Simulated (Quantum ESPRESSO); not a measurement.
Crystal: TiTe.

```
CELL_PARAMETERS angstrom
3.63109 0.00000 0.00000
0.00000 3.63109 0.00000
0.00000 0.00000 3.63109
ATOMIC_POSITIONS crystal
Ti 0.00000 0.00000 0.00000
Te 0.50000 0.50000 0.50000
```

The cell comes from a database or a generator and needn't be the stable form of this composition.

Alike in all runs: program Quantum ESPRESSO 7.5; functional LDA; potentials or basis GBRV 1.5 LDA; cutoff 612 eV; density cutoff 4898 eV; k mesh 5 × 5 × 5; occupations gaussian, width 0.05 eV; hubbard terms Ti d U = 7 eV.

Starts and where they ended:

| start | free energy over the lowest (meV/atom) | net moment (μB) | site or absolute moments (μB) | gap |
| --- | --- | --- | --- | --- |
| collinear spin, ferromagnetic start of up to 2 μB; state fm; occupations atomic | 0.0 | 2.19 | Ti +1.98; Te -0.21 | none (metal or under the smearing width) |
| collinear spin, zero start; state nm spin; fixed moment 0; occupations atomic | 108.7 | 0.00 | - | - |
| no spin polarisation; state nm; occupations atomic | 108.7 | - | - | none (metal or under the smearing width) |

Allowing spin polarisation gains 109 meV/atom. Runs with fixed or held moments lie higher by the price of the constraint. A still lower state may exist.

Caveats: the U is typed as a test and isn't derived for this compound; the total moment is fixed, so each spin has its own Fermi level (some runs); U without spin polarisation on a metal has little footing (some runs).
